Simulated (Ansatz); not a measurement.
Runs of Ansatz 0.2.0 on Ge. Symmetry: P6_3mc, No. 186, hexagonal system. Conventional cell: a = 4.050 Å, b = 4.050 Å, c = 10.993 Å, α = 90.00°, β = 90.00°, γ = 120.00°. Around Ge (site symmetry 3m) lie 3 Ge at 2.44 Å. Ge (site symmetry 3m) has 3 Ge at 2.44 Å as nearest neighbours. This isn't the form of Ge at room conditions, which is diamond.

| task | level | spin | cutoff (eV) | points for each segment of the path | pressure (GPa) | largest force (eV/Å) |
| --- | --- | --- | --- | --- | --- | --- |
| band structure | LDA | off | 420 | 14 | -2.5 | 0.28 |
| band structure | PBEsol | SOC, no magnetisation | 420 | 14 | -1.6 | 0.17 |
| band structure | PBEsol | off | 420 | 14 | -1.6 | 0.17 |
| band structure | r2SCAN | off | 500 | 14 | -1.8 | (a) |

Alike in all rows: potentials or basis Ansatz PAW; cell as given; k mesh 8 × 8 × 3; smearing fermi-dirac 0.05 eV.

**Question.** Estimate the missing entries.

**Answer.** (a) 0.27.

Caveats: the PAW data sets come from PBE, with cores solved anew for the run's functional, which leaves a small shift of forces and pressure.

Not every run made on this cell is shown here.
